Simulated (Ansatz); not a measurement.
GeTe (alpha-GeTe type, space group R3m)

```xyz
2
Lattice="2.0935 1.2087 3.6868 -2.0935 1.2087 3.6868 0.0000 -2.4174 3.6868" Properties=species:S:1:pos:R:3 pbc="T T T"
Ge     0.0000     0.0000     2.5643
Te     0.0000     0.0000     8.4961
```

In this cell atom 1 (Ge, nearest neighbour Te at 2.815 Å; its periodic images, 4.2 Å or more away, move with it) is moved by s along Cartesian z, unit vector (0.000, 0.000, 1.000); all other atoms and the cell stay fixed.

Computed with r2SCAN (plane waves to 500 eV, PAW, scalar-relativistic; Ansatz, a first-principles code). k mesh 8×8×8 (Γ-centred), Fermi-Dirac smearing 0.05 eV. Energies are smeared free energies. As the smearing reaches across the gap at some points, energies and forces of such displacements shift with the k mesh and the smearing. GeTe was relaxed with its symmetry unable to fall. Spin-orbit coupling is left out, though Te is heavy. The zero of ΔE is the undisplaced structure. The last digit holds for this mesh only.

```json
[
 {"s (Å)": "-0.280", "ΔE (meV/cell)": "200.3"},
 {"s (Å)": "-0.224", "ΔE (meV/cell)": "125.0"},
 {"s (Å)": "-0.168", "ΔE (meV/cell)": "67.8"},
 {"s (Å)": "-0.112", "ΔE (meV/cell)": "28.6"},
 {"s (Å)": "-0.056", "ΔE (meV/cell)": "6.5"},
 {"s (Å)": "0.000", "ΔE (meV/cell)": "0.0"},
 {"s (Å)": "0.056", "ΔE (meV/cell)": "7.0"},
 {"s (Å)": "0.112", "ΔE (meV/cell)": "24.7"},
 {"s (Å)": "0.168", "ΔE (meV/cell)": "49.4"},
 {"s (Å)": "0.224", "ΔE (meV/cell)": "76.6"},
 {"s (Å)": "0.280", "ΔE (meV/cell)": "withheld"}
]
```

Q: Fit a polynomial form (powers 2, 3, 4) to the given rows and predict ΔE at s = 0.280.

A: Least squares on the 10 given rows: ΔE = (2130)·s² + (-2131)·s³ + (-2239)·s⁴, in meV/cell with s in Å; root-mean-square residual 0.74 meV/cell. At 0.280 the fit gives 106.5 meV/cell; the calculation gives 101.7 meV/cell, so the extrapolation is off by 4.8 (+4.7 %). The quadratic term alone would give 167.0 meV/cell.

(A displaced cell: forces are minus the slopes of the energy, force constants its curvatures, and phonons follow from these.)
